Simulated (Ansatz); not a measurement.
# Re: stress in a strained cell

Aim: deform Re (equal xy, yz and zx engineering shear strains of +2 %) and compute stress, forces and field gradients with LAPW, PAW and all-electron datasets made for the crystal.

Program: Ansatz 0.2.0. Level of theory: DFT PBE, scalar-relativistic. These are calculated values, not measurements.

## (1) Starting point

Symmetry: Fm-3m, No. 225, cubic system. The conventional cell has a = 3.950 Å, b = 3.950 Å, c = 3.950 Å, α = 90.00°, β = 90.00°, γ = 90.00°. Re (site symmetry m-3m) has 12 Re at 2.79 Å as nearest neighbours.

Coordinates:

```cif
data_structure
_symmetry_space_group_name_H-M 'Fm-3m'
_symmetry_Int_Tables_number 225
_cell_length_a 3.9500
_cell_length_b 3.9500
_cell_length_c 3.9500
_cell_angle_alpha 90.000
_cell_angle_beta 90.000
_cell_angle_gamma 90.000
_cell_volume 61.63
loop_
_atom_site_label
_atom_site_type_symbol
_atom_site_symmetry_multiplicity
_atom_site_Wyckoff_symbol
_atom_site_fract_x
_atom_site_fract_y
_atom_site_fract_z
_atom_site_occupancy
Re1 Re 4 a 0.00000 0.00000 0.00000 1
```

The file gives the conventional cell by its symmetry; the runs use the cell typed in the input.

## (2) The deformed structure

Space group Fm-3m before, R-3m after.

## (3) Full-potential LAPW

File input.yaml:

```yaml
crystal:
  lattice:
    - [0.0395, 1.99475, 1.99475]
    - [1.99475, 0.0395, 1.99475]
    - [1.99475, 1.99475, 0.0395]
  atoms:
    - { symbol: Re, position: [0.0, 0.0, 0.0] }
kpoints:
  mp_grid: { grid: [14, 14, 14] }
  band_path:
    path:
      - [0.0, 0.0, 0.0]
      - [0.5, 0.5, 0.5]
      - [0.2451701269, 0.5, 0.7548298731]
      - [-0.2451701269, 0.2451701269, 0.5]
      - [0.0, 0.0, 0.5]
      - [0.0, 0.0, 0.0]
      - [-0.3725850634, 0.0, 0.3725850634]
      - [0.0, 0.3725850634, 0.6274149366]
      - [0.0, 0.5, 0.5]
    npoints: 5
scf:
  occupations: { method: fermi_dirac, width: 0.03 }
hamiltonian:
  xc: pbe
  pseudopotentials: { kind: all_electron, lapw: { basis_error: 0.001 } }
output:
  forces: true
  stress: true
  eigenvalues: true
```

The run is started by

```sh
$ ansatz run input.yaml --threads 1 --pin off --max-ram 3072MiB --backend cpu --events-out ev --progress --plain --runs-dir out
```

## (4) PAW with frozen cores

File input.yaml:

```yaml
crystal:
  lattice:
    - [0.0395, 1.99475, 1.99475]
    - [1.99475, 0.0395, 1.99475]
    - [1.99475, 1.99475, 0.0395]
  atoms:
    - { symbol: Re, position: [0.0, 0.0, 0.0] }
kpoints:
  mp_grid: { grid: [14, 14, 14] }
scf:
  occupations: { method: fermi_dirac, width: 0.03 }
hamiltonian:
  xc: pbe
  pseudopotentials: { kind: paw }
output:
  forces: true
  stress: true
  eigenvalues: true
  efg: { contact_densities: true }
```

## (5) All-electron PAW on datasets made for the crystal

input.yaml: that of step 4 with these lines changed.

```diff
@@ -13,3 +13,3 @@
   xc: pbe
-  pseudopotentials: { kind: paw }
+  pseudopotentials: { kind: all_electron, datasets: crystal }
 output:
```

(Steps that only read results are left out.)

**Question.** What will these runs give? Wanted: pressure; largest shear or deviatoric stress.

**Answer**, as computed:

| quantity | value |
| --- | --- |
| pressure | LAPW -8.51, PAW -8.63, crystal datasets -8.51 GPa |
| largest shear or deviatoric stress (LAPW) | 3.57 GPa |

The largest part of the stress beyond the pressure is 3.57 GPa in size. No run of the undeformed cell stands beside it, so the pressure holds what the given cell had before the change. PAW: stress within 0.12 GPa of LAPW. Crystal datasets: stress within 0.01 GPa of LAPW. Spin-orbit coupling is left out, though the cell holds Re; in elements this heavy it can shift bands and gaps by tenths of an eV.
